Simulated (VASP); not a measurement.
A run of VASP 6.6.1 is set up as follows.

The input INCAR:

```
SYSTEM = PbF2
PREC = Accurate
ENCUT = 600
EDIFF = 1E-7
ISMEAR = 0
SIGMA = 0.03
LREAL = .FALSE.
LASPH = .TRUE.
NELM = 80
ALGO = Normal
ISIF = 3
LWAVE = .FALSE.
LCHARG = .FALSE.
GGA = PE
IBRION = 2
NSW = 90
EDIFFG = -0.005
```

KPOINTS

```
regular mesh
0
G
  8 8 8
  0 0 0
```

File POSCAR:

```
PbF2                                    
1.0
    0.0000000000      2.9970742137      2.9970742137
    2.9970742137      0.0000000000      2.9970742137
    2.9970742137      2.9970742137      0.0000000000
  Pb              F             
     1     2
Direct
     0.0000000000000000    0.0000000000000000    0.0000000000000000
     0.2500000000000000    0.2500000000000000    0.2500000000000000
     0.7500000000000000    0.7500000000000000    0.7500000000000000
```

Potentials or basis: VASP PAW PBE potentials, release 64 (Pb_d, F).

Run with:

```bash
$ cat potpaw_PBE.64/Pb_d/POTCAR potpaw_PBE.64/F/POTCAR > POTCAR
$ mpirun -np 1 vasp_std > vasp.out
```

Estimate the band gap on the k mesh.

4.42 eV, indirect (least direct gap 4.56 eV).

Final structure:
```
CELL_PARAMETERS angstrom
0.00000 2.99707 2.99707
2.99707 0.00000 2.99707
2.99707 2.99707 0.00000
ATOMIC_POSITIONS crystal
Pb 0.00000 0.00000 0.00000
F 0.25000 0.25000 0.25000
F 0.75000 0.75000 0.75000
```

Caveat: the relaxation stopped at its first step, so nothing moved; spin-orbit coupling is left out, which as a rule narrows the gap of such compounds by several tenths of an eV. A k mesh can miss the band edges.
